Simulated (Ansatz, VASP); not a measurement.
# WC: VASP beside Ansatz

INCAR

```
PREC = Accurate ; ENCUT = 520
EDIFF = 1E-6 ; ISMEAR = -1
SIGMA = 0.05 ; LREAL = False
LASPH = True ; NELM = 100
ALGO = Normal ; ISIF = 2
LWAVE = False ; LCHARG = True
GGA = CA ; LELF = True
LVHAR = True ; NBANDS = 16
```

The input KPOINTS:

```
Automatic mesh
0
Gamma
  10 10 10
```

The input POSCAR:

```
WC
1.0
    0.0000000000      2.2215384142      2.2215384142
    2.2215384142      0.0000000000      2.2215384142
    2.2215384142      2.2215384142      0.0000000000
W C
1 1
Direct
    0.0000000000      0.0000000000      0.0000000000
    0.5000000000      0.5000000000      0.5000000000
```

input.yaml

```yaml
crystal:
  lattice:
    - [0.0, 2.2215384142, 2.2215384142]
    - [2.2215384142, 0.0, 2.2215384142]
    - [2.2215384142, 2.2215384142, 0.0]
  atoms:
    - { symbol: W, position: [0.0, 0.0, 0.0] }
    - { symbol: C, position: [0.5, 0.5, 0.5] }
kpoints:
  mp_grid: { grid: [10, 10, 10] }
scf:
  occupations: { method: fermi_dirac, width: 0.05 }
hamiltonian:
  xc: lda
  pseudopotentials: { kind: all_electron, lapw: { basis_error: 0.001 } }
output:
  forces: true
  stress: true
  eigenvalues: true
```

Change from the starting cell: volume scaled by 1.04.

Alike in both runs: task single point; functional LDA; k mesh 10 × 10 × 10; occupations fermi-dirac, width 0.05 eV; no spin polarisation.

|  | VASP | Ansatz |
| --- | --- | --- |
| version | VASP 6.6.1 | Ansatz 0.2.0 |
| potentials or method | VASP PAW LDA potentials, release 64 (W_sv, C) | all-electron LAPW, scalar-relativistic |
| plane-wave cutoff (eV) | 520 | see its input |

Ansatz gave:

| Quantity | Value |
| --- | --- |
| gap on the k mesh at the Fermi level (eV) | none |
| pressure (GPa) | -28.1 |

Which values does VASP return?

gap on the k mesh at the Fermi level (eV): none; pressure (GPa): -26.3.

A gap of «none» marks a metal or a gap that the smearing closes. Ansatz ran all-electron here, so the differences hold the error of VASP's frozen core and of both bases.

Caveats: so large a pressure means that the cell lies far from this level's equilibrium, or that cutoff or potentials fall short (VASP). Spin-orbit coupling is left out, which matters for the levels of W.
